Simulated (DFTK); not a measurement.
Crystal: GaN.

```
Ga N
1.0
     3.18000    0.00000    0.00000
    -1.59000    2.75396    0.00000
     0.00000    0.00000    5.16600
Ga N
2 2
Cartesian
  1.5900 0.9180 2.5830
  0.0000 1.8360 0.0000
  1.5900 0.9180 4.5203
  0.0000 1.8360 1.9373
```

Base run:

- Program: DFTK 0.8.2
- Functional: LDA
- Potentials or basis: SG15 1.2 (PBE)
- Cutoff: 1225 eV
- k mesh: 9 × 9 × 4
- Occupations: fermi-dirac, width 0.05 eV
- Spin: no spin polarisation

Its results: band gap on the k mesh 1.78 eV, direct; pressure -2.7 GPa; largest force 0.121 eV/Å.

Problem. After a change of settings the same cell gave: band gap on the k mesh 2.12 eV, direct; pressure -0.4 GPa; largest force 0.125 eV/Å. Which change was it?
A. functional from LDA to RPBE
B. functional from LDA to AM05
C. functional from LDA to BLYP
D. functional from LDA to r2SCAN

Solution. D.

r2SCAN gives the wider gap, since meta-GGAs in the generalised Kohn-Sham scheme recover part of the derivative discontinuity.

Caveats: the potentials were made for another functional, which shifts forces and pressure.

Runs at the PBE level aren't shown here.
